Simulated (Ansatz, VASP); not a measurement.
Given: the input of a run of VASP 6.6.1 on Ge.

The input INCAR:

```
SYSTEM = Ge
ALGO = Normal
EDIFF = 1E-7
ENCUT = 520
GGA = PE
ISIF = 2
ISMEAR = -1
LASPH = .TRUE.
LCHARG = .FALSE.
LREAL = .FALSE.
LWAVE = .FALSE.
NBANDS = 21
NELM = 100
PREC = Accurate
SIGMA = 0.05
```

File KPOINTS:

```
k-points
0
G
  11 11 11
  0 0 0
```

Contents of POSCAR:

```
Ge
1.0
   -2.5572107439      2.5572107439      1.3880337523
    2.5572107439     -2.5572107439      1.3880337523
    2.5572107439      2.5572107439     -1.3880337523
Ge
2
Direct
    0.5000000000      0.5000000000      0.0000000000
    0.2500000000      0.7500000000      0.5000000000
```

Potentials or basis: VASP PAW PBE potentials, release 64 (Ge_d).

The run is started by

```console
$ cat potpaw_PBE.64/Ge_d/POTCAR > POTCAR
$ mpirun -np 1 vasp_std > vasp.out
```

Problem. Set up the same calculation for Ansatz 0.2.0. Potentials there: Ansatz PAW.

Solution. As run (the cutoff follows the program's own potentials):

input.yaml

```yaml
crystal:
  lattice:
    - [-2.5572107439, 2.5572107439, 1.3880337523]
    - [2.5572107439, -2.5572107439, 1.3880337523]
    - [2.5572107439, 2.5572107439, -1.3880337523]
  atoms:
    - { symbol: Ge, position: [0.5, 0.5, 0.0] }
    - { symbol: Ge, position: [0.25, 0.75, 0.5] }
hamiltonian:
  xc: pbe
  pseudopotentials: { kind: paw }
kpoints:
  mp_grid: { grid: [11, 11, 11] }
scf:
  occupations: { method: fermi_dirac, width: 0.05 }
output:
  forces: true
  stress: true
  eigenvalues: true
```

Potentials or basis: Ansatz PAW.

Run with:

```bash
$ ansatz run input.yaml --threads 1 --pin off --max-ram 3584MiB --backend cpu --events-out ev --progress --plain --runs-dir out
```

Both were run:

|  | VASP | Ansatz | Ansatz less VASP |
| --- | --- | --- | --- |
| gap on the k mesh at the Fermi level (eV) | none | none | - |
| pressure (GPa) | 5.0 | 4.9 | -0.04 |
| largest component of the traceless stress (GPa) | 0.09 | 0.09 | +0.001 |

A gap of «none» marks a metal or a gap that the smearing closes. With one functional, cell and mesh, what is left measures potentials, basis and numerics.
